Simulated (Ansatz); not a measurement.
**CdTe (F-43m): spin-orbit coupling beyond the local functionals**

Wanted: gaps of CdTe (F-43m) with and without spin-orbit coupling, with cost.

Calculated with Ansatz 0.2.0; density functionals with and without spin-orbit coupling, plane waves, PAW.

**What was measured.**

- Gap 1.48 ± 0.02 eV: direct optical gap from Tauc analysis, 1.5 h deposition; UV-vis diffuse reflectance; film (electrodeposited 1.5 h on FTO, Te-rich) (“Electrodeposition of CdTe Thin Films for Solar Energy Water Splitting”, 2020, pmc:7177234).

- Gap 1.592 eV: near-band-edge L1 bound-exciton energy extrapolated to 0 K (Varshni), slightly below the true gap; temperature-dependent photoluminescence; 0 K; bulk crystal (vertical Bridgman single crystal) (“Photoluminescence characteristics of Cd1-xMnxTe single crystals grown by the vertical Bridgman method”, 2012, pmc:3275455).

- Gap 1.32 ± 0.02 eV: direct optical gap from Tauc analysis, 2.5 h deposition; UV-vis diffuse reflectance; film (electrodeposited 2.5 h on FTO, nearly stoichiometric) (“Electrodeposition of CdTe Thin Films for Solar Energy Water Splitting”, 2020, pmc:7177234).

## 1. Starting point

It takes space group F-43m (No. 216, cubic). Conventional cell: a = 6.480 Å, b = 6.480 Å, c = 6.480 Å, α = 90.00°, β = 90.00°, γ = 90.00°. Cd has 4 Te at 2.81 Å nearest. Nearest to Te lie 4 Cd at 2.81 Å. Farther neighbours and most contacts between anions are not listed.

The cell and positions come from the Crystallography Open Database and are kept as given unless a step says otherwise. Spin-orbit coupling is left out unless a step names it. The default PAW set here is soft_1. Its files were made with PBE.

## 2. HSE06, 4×4×4 mesh

This step: DFT, HSE06, plane waves, PAW.

input.yaml

```yaml
crystal:
  lattice:
    - [0.0, 3.24, 3.24]
    - [3.24, 0.0, 3.24]
    - [3.24, 3.24, 0.0]
  atoms:
    - { symbol: Cd, position: [0.0, 0.0, 0.0] }
    - { symbol: Te, position: [0.25, 0.25, 0.25] }
kpoints:
  mp_grid: { grid: [4, 4, 4] }
  band_path:
    path:
      - [0.0, 0.0, 0.0]
      - [-0.5, -0.5, 0.0]
      - [-0.375, -0.375, 0.25]
      - [-0.375, 0.0, 0.375]
      - [0.0, 0.0, 0.5]
      - [-0.5, -0.25, 0.25]
    npoints: 1
hamiltonian:
  xc: hse06
  pseudopotentials: { kind: paw, azcp: { folder: "./paw" } }
scf:
  occupations: { method: fixed }
  n_extra_bands: 4
output:
  eigenvalues: true
```

The run is started by

```console
$ ansatz run input.yaml --threads 3 --pin off --max-ram 92160MiB --backend cuda --events-out ev --progress --plain --runs-dir out --devices 1 --max-vram 13GiB
```

Numbers of over 12 decimals in the logs are rounded to 6 here.

Output:

```text
scf.n_extra_bands = 4 over 18 filled bands (N_el = 36.0): the run solves 22 bands
GPUs: using 1 of 1 available (devices: 1).
Engine: ansatz 0.2.0, x86_64-unknown-linux-gnu
Pseudopotentials: kind: paw
Pseudopotential: Cd, paw, valence charge 20, recommended cutoff 420 eV (normal), <dir>
Pseudopotential: Te, paw, valence charge 16, recommended cutoff 420 eV (normal), <dir>
Functional definition: HSE06
  parameter a = 0.25
  parameter omega = 0.11/bohr
  exchange = pbe_x - a*pbe_x_sr(omega) + a*exact_x_sr(omega)
  correlation = pbe_c
davidson cushion auto → on  (no smearing: the cushion is to keep the highest requested band from converging to the state above it; pin scf.eigensolver.cushion to override)
device memory: the entry about to start is reckoned to put 1.1 GiB on a device that reports 62.5 GiB free (of which the cap on the GPU budget leaves the run 13.0 GiB)
GPU FFT provider: cuFFT
GPU libraries: cuBLAS 13.8.2, cuFFT 12.4.0, cuSOLVER 12.3.4
Crystal: 2 atoms, lattice volume = 68.024 Å³
Basis set: ecut = 420 eV, 1363 PW (Γ)
Bands: 22, of which v1, the nominal top of the filled ones, is band 18 counted from 1 (17 counted from 0)
Symmetry: 24 space group operations
Space group: F-43m (ITA 216), of the structure as read, at distance tolerance 4.1e-5 Å
k-points: 8 of 64 (time reversal used)
Non-local potential: Cd, projectors of the file, l = 0: 3, l = 1: 2, l = 2: 2, l = 3: 1
Non-local potential: Te, projectors of the file, l = 0: 2, l = 1: 2, l = 2: 2, l = 3: 1
PAW form: soft (Blöchl's): semilocal exchange-correlation on the pseudo side does not see the compensation charge
PAW frozen core: Cd, regenerated for the run's functional, and the local potential with it (the file was generated under x = pbe(κ = 0.804, μ = 0.219515), c = pbe(β = 0.066725))
PAW frozen core: Te, regenerated for the run's functional, and the local potential with it (the file was generated under x = pbe(κ = 0.804, μ = 0.219515), c = pbe(β = 0.066725))
PAW one-centre angular grid: Cd, 590 points (default); XC on 64 Gauss nodes
PAW one-centre angular grid: Te, 590 points (default); XC on 64 Gauss nodes
Initial density: superposition of atomic densities (chi_scale 0.1, normalization cell, long waves kept (reshape's long-wave potential 0.00 eV rms))
Initial wavefunctions: pseudopotential atomic-orbital guess
GPU buffer pool allocated for 32768 grid points (all kernels)
GPU transforms: local potential and band sums: pruned to the plane-wave sphere, on 30×32×32
Functional: x = pbe(κ = 0.804, μ = 0.219515), c = pbe(β = 0.066725), warm-up for x = pbe(κ = 0.804, μ = 0.219515) + 0.25 (exact − pbe) at short range (hse, ω = 0.207870 Å⁻¹), c = pbe(β = 0.066725); HSE06 as pw.x's `hse` composes it (authors' and Libxc's form: `xc: wpbeh`)
iter 1 solved again at ethr=5.87e-4 eV; its pass at ethr=1.00e-1 eV (dr2=2.11e-1 eV) is discarded
[...]
Exchange kernel: α = 0.2500, screened, ω = 0.2079 Å⁻¹, Wigner–Seitz truncation, v(0) = 1040.1607 eV·Å³, q-mesh 4×4×4, nearest image of the exchange supercell L = 18.33 Å, pair-density grid 18×18×18, without the augmentation charges, whose exchange is taken in its separable form by FFT convolution over the k-point mesh (sized by the pseudopotential files, 27×27×27 at the most), smooth part of the exact exchange by density-matrix convolution in up to 1.64 GiB of GPU memory as planned if the GPU has room (build and FFT work areas not counted)
Frozen-core exchange: fock
SCF iter   1: F=—  HF=-15243.740439 eV  |F-HF|=—  |Δ(HF+E_count)|=         —  Δρ=3.69e-5  dr2=6.00e-7  ethr=7.57e-7  ⟨swp⟩=3.0  Hψ=415  notcnv=0
preconditioner: auto → none  [insulator: Δε(μ)=1.651 eV  Ē_g=13.142 eV  n_scr=14 (ndim 8)  ℏωp=19.1 eV  f_vac=0.192]
SCF iter   2: F=—  HF=-15243.740439 eV  |F-HF|=—  |Δ(HF+E_count)|=   3.66e-7  Δρ=1.89e-5  dr2=2.24e-7  ethr=1.51e-9  ⟨swp⟩=4.0  Hψ=600  notcnv=0
iter 3 solved again at ethr=3.38e-11 eV; its pass at ethr=4.67e-10 eV (dr2=1.22e-8 eV) is discarded
SCF iter   3: F=-15243.740439 eV  HF=-15243.740439 eV  |F-HF|=1.20e-8  |Δ(HF+E_count)|=   2.70e-8  Δρ=5.13e-6  dr2=6.24e-8  ethr=3.38e-11  ⟨swp⟩=2.0  Hψ=880  notcnv=0
SCF 3 converged in 3 iterations: F = -15243.740439 eV  dr2 = 6.24e-8
hybrid outer 2: dexx = +4.248e-7 eV, tail = 1.57e-7 eV, Δε = 4.29e-3 eV (about 3.47e-4 eV left of the loop's levels)
device memory: the entry about to start is reckoned to put 0.4 GiB on a device that reports 64.2 GiB free (of which the cap on the GPU budget leaves the run 13.0 GiB)
NSCF: frozen V_eff on 6 k-points
hybrid SCF converged: 2 outer / 8 inner (+5 warm-up), last move |dexx| = 4.25e-7 eV, tail = 1.57e-7 eV
Stability not checked: this state was not tested for a lower state beside it, because the functional holds exact exchange (a hybrid, or Hartree-Fock), whose exchange loop this test does not read (fock_operator; see scf.lower_state_search)
Free energy (F): -15243.740439 eV
Frozen-core exchange: fock
Harris-Foulkes:  -15243.740439 eV  (|F-HF|=1.20e-8)
Internal energy: -15243.740439 eV  (E = F + TS)
E sigma→0 (E₀):  -15243.740439 eV
Fermi energy:    6.982782 eV
--- Per-component energies (eV) ---
  E_band       = -879.283019
  E_kinetic    = 613.557010
  E_local      = -5810.558200  (includes V_loc(G=0)·N_el)
  E_nonlocal   = 185.111772
  E_hartree    = 2742.103801
  E_xc         = -223.381139
  E_vxc        = -237.036894  (∫ρ·V_xc dr)
  E_exx        = -133.551863  (= α·E_x^exact, valence–valence)
  E_paw        = -8704.215224  (= ΣΔE_a)
  E_vpaw       = -847.469936  (= ΣTr[D̂ρ^β])
  E_aug_tail   = 0.000401  (compensation charges beyond the density's cutoff)
  E_ewald      = -3912.024287
  E_core_change = -0.782710  (= ΣΔE_core)
  E_smearing   = -0.000000  (= −TS)
  E_closure    = -0.000000  (closes the sum)
  Σ components = -15243.740439   (vs F -15243.740439, Δ=0.00e0)
--- Band table (eV; the first three rows and the last of 8) ---
  k-point 0: bands = [... 14 lower, -2.3950, 6.9828, 6.9828, 6.9828, 8.6330, 12.4488, 12.4488, 12.4488]
  k-point 1: bands = [... 14 lower, -2.3957, 4.1353, 6.5277, 6.5277, 9.8290, 13.0304, 13.0304, 13.2376]
  k-point 2: bands = [... 14 lower, -1.9338, 2.2469, 6.1539, 6.1539, 9.6373, 13.0359, 13.0359, 14.9200]
  k-point 7: bands = [... 14 lower, -1.6608, 2.5420, 4.4799, 4.6508, 12.2382, 12.4068, 13.4974, 14.1176]
```

It took 22 s on 1 × NVIDIA H100 80GB HBM3 (shared by 6 runs) with 3 threads of AMD EPYC 7R13 (Zen 3), shared host; peak memory 1.1 GiB; 11 s of CPU time.

Numbers from this step:

| Item | Value |
| --- | --- |
| gap | 1.650 eV |
| valence top at | Γ |
| conduction bottom at | Γ |
| least direct gap | 1.650 eV |
| exact-exchange fraction | 0.25 |

The gap is direct, at Γ.

## 3. HSE06+SOC, 4×4×4 mesh

Spin-orbit coupling can split or shift the edges; a non-collinear run measures by how much.

This step: DFT, HSE06 with spin-orbit coupling, plane waves, PAW.

input.yaml, the sections that differ from step 2:

```yaml
hamiltonian:
  xc: hse06
  pseudopotentials: { kind: paw_fr, azcp: { folder: "./paw" } }
scf:
  occupations: { method: fermi_dirac, width: 0.02 }
  n_extra_bands: 8
magnetization:
  noncollinear: true
  spin_orbit: true
# crystal, kpoints, output: as in step 2
```

Output:

```text
[...]
GPUs: using 1 of 1 available (devices: 1).
[...]
non-collinear run that drives no moment, with spin-orbit: no starting moment large enough to seed its density (crystal.atoms[].spin), no starting occupations that ask for one, no magnetisation constraint and no magnetic field, so the semilocal B_xc is pinned to zero
[...]
GPU FFT provider: cuFFT
GPU libraries: cuBLAS 13.8.2, cuFFT 12.4.0, cuSOLVER 12.3.4
Crystal: 2 atoms, lattice volume = 68.024 Å³
Basis set: ecut = 420 eV, 1363 PW (Γ)
Bands: 44, of which v1, the nominal top of the filled ones, is band 36 counted from 1 (35 counted from 0)
Symmetry: 24 space group operations + 24 with time reversal
[...]
k-points: 8 of 64 (time reversal used)
Projection manifold: j_resolved (fully-relativistic pseudo-atomic orbitals)
[...]
GPU buffer pool allocated for 32768 grid points (all kernels)
[...]
SCF iter   5: F=-15240.808975 eV  HF=-15240.808979 eV  |F-HF|=3.62e-6  |Δ(HF+E_count)|=   8.60e-5  Δρ=1.66e-4  dr2=1.35e-5  dr2_m=0.00e0 (ungated)  ethr=2.97e-7  |M|=0.00e0 ∫|m|=0.00e0 μB  |m|>n=0.0e0 m-floor=0.0e0 τ_xc=0.0e0  ⟨swp⟩=4.0  Hψ=895  notcnv=0
SCF 1 stopped early in 5 iterations: F = -15240.808975 eV  dr2 = 1.35e-5
[...]
GPU FFT provider: cuFFT
GPU libraries: cuBLAS 13.8.2, cuFFT 12.4.0, cuSOLVER 12.3.4
Projection manifold: j_resolved (fully-relativistic pseudo-atomic orbitals)
[...]
GPU buffer pool allocated for 32768 grid points (all kernels)
[...]
Frozen-core exchange: fock
SCF iter   1: F=—  HF=-15240.742744 eV  |F-HF|=—  |Δ(HF+E_count)|=         —  Δρ=5.59e-3  dr2=1.59e-2  dr2_m=0.00e0 (ungated)  ethr=3.75e-7  |M|=0.00e0 ∫|m|=0.00e0 μB  |m|>n=0.0e0 m-floor=0.0e0 τ_xc=0.0e0  β_m=0.30  ⟨swp⟩=7.0  Hψ=1698  notcnv=0
[...]
SCF iter   5: F=-15240.746730 eV  HF=-15240.746730 eV  |F-HF|=7.13e-7  |Δ(HF+E_count)|=   1.17e-4  Δρ=6.49e-5  dr2=2.91e-6  dr2_m=0.00e0 (ungated)  ethr=5.93e-8  |M|=0.00e0 ∫|m|=0.00e0 μB  |m|>n=0.0e0 m-floor=0.0e0 τ_xc=0.0e0  ⟨swp⟩=4.4  Hψ=867  notcnv=0
SCF 2 stopped early in 5 iterations: F = -15240.746730 eV  dr2 = 2.91e-6
hybrid outer 1: dexx = +8.695e-3 eV, tail = 4.57e-5 eV
GPU FFT provider: cuFFT
GPU libraries: cuBLAS 13.8.2, cuFFT 12.4.0, cuSOLVER 12.3.4
Projection manifold: j_resolved (fully-relativistic pseudo-atomic orbitals)
GPU buffer pool allocated for 32768 grid points (all kernels)
[...]
Frozen-core exchange: fock
SCF iter   1: F=—  HF=-15240.746751 eV  |F-HF|=—  |Δ(HF+E_count)|=         —  Δρ=3.25e-5  dr2=3.31e-7  dr2_m=0.00e0 (ungated)  ethr=6.35e-7  |M|=0.00e0 ∫|m|=0.00e0 μB  |m|>n=0.0e0 m-floor=0.0e0 τ_xc=0.0e0  β_m=0.30  ⟨swp⟩=4.9  Hψ=817  notcnv=0
[...]
SCF iter   4: F=-15240.746751 eV  HF=-15240.746751 eV  |F-HF|=1.66e-8  |Δ(HF+E_count)|=   3.47e-8  Δρ=5.26e-6  dr2=4.86e-8  dr2_m=0.00e0 (ungated)  ethr=2.43e-10  |M|=0.00e0 ∫|m|=0.00e0 μB  |m|>n=0.0e0 m-floor=0.0e0 τ_xc=0.0e0  ⟨swp⟩=3.0  Hψ=734  notcnv=0
SCF 3 converged in 4 iterations: F = -15240.746751 eV  dr2 = 4.86e-8
[...]
NSCF: frozen V_eff on 6 k-points
[...]
Magnetization: |M| = 0.0000 μB,  M = (+0.0000, +0.0000, +0.0000) μB
Absolute magnetization: 0.0000 μB (∫|m|)
  site 0: m = (+0.0000, +0.0000, +0.0000) μB, |m| = 0.0000 μB  (R = 1.16 Å)
  site 1: m = (+0.0000, +0.0000, +0.0000) μB, |m| = 0.0000 μB  (R = 1.16 Å)
Free energy (F): -15240.746752 eV
Frozen-core exchange: fock
[...]
Internal energy: -15240.746752 eV  (E = F + TS)
E sigma→0 (E₀):  -15240.746752 eV
Fermi energy:    7.968032 eV
[...]
--- Band table (eV; the first three rows and the last of 8) ---
  k-point 0: bands = [... 32 lower, 7.2863, 7.2863, 7.2863, 7.2863, 8.6358, 8.6358, 12.2083, 12.2083, ... 4 higher]
  k-point 1: bands = [... 32 lower, 6.2360, 6.2360, 6.8052, 6.8241, 9.8286, 9.8286, 12.9120, 12.9120, ... 4 higher]
  k-point 2: bands = [... 32 lower, 5.8525, 5.8525, 6.4316, 6.4316, 9.6372, 9.6372, 12.9584, 12.9584, ... 4 higher]
  k-point 7: bands = [... 32 lower, 4.1461, 4.6583, 4.6940, 4.7180, 11.9755, 12.3972, 12.4107, 12.4780, ... 4 higher]
```

It took 41 s on 1 × NVIDIA H100 80GB HBM3 (shared by 6 runs) with 3 threads; peak memory 1.5 GiB.

This step gave:

```
gap                     : 1.350 eV
valence top at          : Γ
conduction bottom at    : Γ
least direct gap        : 1.350 eV
exact-exchange fraction : 0.25
```

The gap stands −0.30 eV against HSE06.

## 4. Together

Times are wall times on 1 × NVIDIA H100 80GB HBM3 (shared by 6 runs) with 3 threads of AMD EPYC 7R13 (Zen 3), shared host, good to a factor of about two.

| level | gap (eV) | with coupling (eV) | change (eV) | time | with coupling |
| --- | --- | --- | --- | --- | --- |
| HSE06 | 1.65 | 1.35 | −0.30 | 22 s | 41 s |

## 5. Outcome

```
HSE06     : 1.65 eV
HSE06+SOC : 1.35 eV
```

What this shows: Spin-orbit coupling changes the gap by −0.30 eV and the least direct gap by −0.30 eV. Against experiment, by HSE06+SOC: the direct gap of 1.35 eV lies −0.13 eV from the measured 1.48 ± 0.02 eV (direct, 2020); the direct gap of 1.35 eV lies −0.24 eV from the measured 1.592 eV (exciton, 0 K, 2012); the direct gap of 1.35 eV lies +0.03 eV from the measured 1.32 ± 0.02 eV (direct, 2020). An exciton line or allowed optical edge lies below the quasiparticle gap by the binding energy; a forbidden edge can push the onset above it. The lattice is static and excitons are left out.

[Paths, hosts, dates, memory and timing lines, banners, echoed tables and standing remarks are left out of the program output.]

[Logs are printed without paths, hosts, clocks, repeated set-up lines and the standing remarks that a program may print on its own settings, such as how far it seeks lower states.]

[Runs of the session that timed out or met a known fault of the program may be left out.]

[Cells called generated may have been cut or substituted from an entry of the Crystallography Open Database or the Materials Project.]

[Hosts, paths, dates, database ids (printed as entryN), source tags and the programs' standing remarks are cut or masked in the printed files.]
